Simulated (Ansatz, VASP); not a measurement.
Be16C (a cell with a defect): VASP beside Ansatz

```
Be C
1.0
    -2.29000   -3.96640    0.00000
     3.43500   -1.98320    0.00000
     0.00000    0.00000    7.17686
Be C
16 1
Direct
  0.76920 0.51099 0.99221
  0.49965 0.33759 0.26671
  0.75512 0.49355 0.50626
  0.49995 0.33406 0.74303
  0.49915 0.99839 0.98160
  0.22951 0.82338 0.25686
  0.49994 0.00013 0.50588
  0.24425 0.84000 0.74265
  0.23012 0.51110 0.99229
  0.99963 0.30123 0.25774
  0.24464 0.49348 0.50629
  0.99997 0.33632 0.74365
  0.99956 0.03319 0.99196
  0.76995 0.82318 0.25707
  0.99990 0.99681 0.50536
  0.75537 0.83998 0.74280
  0.49983 0.66863 0.12450
```

Alike in both runs: functional PBEsol; k mesh 5 × 5 × 3; occupations gaussian, width 0.05 eV; no spin polarisation.

Ansatz relaxed the structure, and its values are those at the end. VASP's run is a single point on that final structure, the one shown.

|  | VASP | Ansatz |
| --- | --- | --- |
| version | VASP 6.6.1 | Ansatz 0.2.0 |
| potentials or method | VASP PAW PBE potentials, release 64 (Be, C) | scalar-relativistic, plane waves, PAW |
| plane-wave cutoff (eV) | 520 | 420 |
| valence electrons in the cell | 36 | 36 |

|  | VASP | Ansatz | Ansatz less VASP |
| --- | --- | --- | --- |
| rms of the force components (eV/Å) | 0.017 | 0.009 | -0.0077 |

Caveats: the PAW data sets were made with another functional, which shifts forces and pressure a little (VASP).
